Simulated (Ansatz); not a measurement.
A run of Ansatz 0.2.0 is set up as follows.

Contents of input.yaml:

```yaml
crystal:
  lattice:
    - [3.18, 0.0, 0.0]
    - [-1.59, 2.753960784, 0.0]
    - [0.0, 0.0, 12.5]
  atoms:
    - { symbol: W, position: [0.6666666667, 0.3333333333, 0.75] }
    - { symbol: W, position: [0.3333333333, 0.6666666667, 0.25] }
    - { symbol: S, position: [0.6666666667, 0.3333333333, 0.375] }
    - { symbol: S, position: [0.3333333333, 0.6666666667, 0.875] }
    - { symbol: S, position: [0.6666666667, 0.3333333333, 0.125] }
    - { symbol: S, position: [0.3333333333, 0.6666666667, 0.625] }
hamiltonian:
  xc: revpbe
  pseudopotentials: { kind: paw }
  dispersion: d3bj
kpoints:
  mp_grid: { grid: [10, 10, 3] }
scf:
  occupations: { method: fermi_dirac, width: 0.05 }
output:
  forces: true
  stress: true
  write_density: true
  write_potential: true
  elf: true
  volumetric_format: npy
relax:
  f_tol: 0.01
  max_steps: 40
  cell: { stress_tol: 0.05 }
```

Potentials or basis: Ansatz PAW.

Run with:

```console
$ ansatz run input.yaml --threads 2 --pin off --max-ram 5120MiB --backend cpu --events-out ev --progress --plain --runs-dir out
```

Task: Predict the relaxed cell.

Result: a = 3.135 Å, b = 3.135 Å, c = 11.769 Å, α = 90.00°, β = 90.00°, γ = 120.00°.

Task: Estimate the space group after relaxing (to 0.05 Å).

Result: P6_3/mmc (No. 194).

Task: What does it give for the band gap on the k mesh?

Result: 0.80 eV, indirect (least direct gap 2.12 eV).

Step by step:
| step | energy change (eV) | largest force (eV/Å) | volume (Å³) |
| --- | --- | --- | --- |
| 1 | 0.0000 | 0.2057 | 109.47 |
| 2 | -0.0600 | 0.3537 | 97.48 |
| 3 | -0.1440 | 0.1229 | 100.71 |
| 4 | -0.1462 | 0.0453 | 100.11 |
| 5 | -0.1463 | 0.0161 | 100.22 |
| 6 | -0.1464 | 0.0002 | 100.17 |
| 7 | -0.1447 | 0.0004 | 100.17 |

Caveat: odd divisions of the mesh miss points on the zone boundary, where band edges often lie, so the gap on the mesh can be too wide; the plane-wave basis is chosen anew once the cell has moved, so the energies of steps on either side of that aren't comparable; spin-orbit coupling is left out, which moves the levels of the heavy elements; the PAW data sets come from PBE, with cores solved anew for the run's functional, which leaves a small shift of forces and pressure. revPBE gaps usually lie below the measured ones, often by a third to a half.
